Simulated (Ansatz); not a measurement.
**How far is PAW off for PbS?**

```
Pb S
1.0
     0.00000    2.93535    2.96500
     2.93535    0.00000    2.96500
     2.93535    2.93535    0.00000
Pb S
1 1
Direct
  0.00000 0.00000 0.00000
  0.50000 0.50000 0.50000
```

Atoms are numbered in the order listed.

The geometry is COD entry 9000001, unchecked; take it as a test cell. The listed cell was then made from it by scaling, straining or moving an atom.

No spin–orbit coupling, which matters for the heavy atoms here.

All numbers are computed: DFT, LDA, PAW with Ansatz's default frozen-core files, scalar-relativistic (Ansatz 0.2.0); DFT, LDA, all-electron LAPW, scalar-relativistic (Ansatz 0.2.0).

For PAW: a Γ-centred 8×8×8 k mesh, Fermi–Dirac smearing of 0.01 eV, cutoff 420 eV, no spin polarisation; the PAW files were made with PBE, and the program remakes their frozen cores for this functional. LAPW targets a basis error of 0.5 meV/atom. The Ansatz runs share mesh, smearing and spin set-up. Plane-wave (PAW) pressures include the program's estimate of the Pulay term.

Stress and pressure are positive in compression.

The change that made this cell: equal xx and yy strain of -1 %.

PAW results:

| quantity | PAW |
| --- | --- |
| pressure (GPa) | -1.40 |
| stress xx (GPa) | -0.97 |
| stress zz (GPa) | -2.27 |
| band gap (eV) | 0.151 |

What does all-electron LAPW give for the same quantities?


```json
{"quantity": "pressure (GPa)", "LAPW": "-1.38"}
{"quantity": "stress xx (GPa)", "LAPW": "-0.95"}
{"quantity": "stress zz (GPa)", "LAPW": "-2.25"}
{"quantity": "band gap (eV)", "LAPW": "0.147"}
```
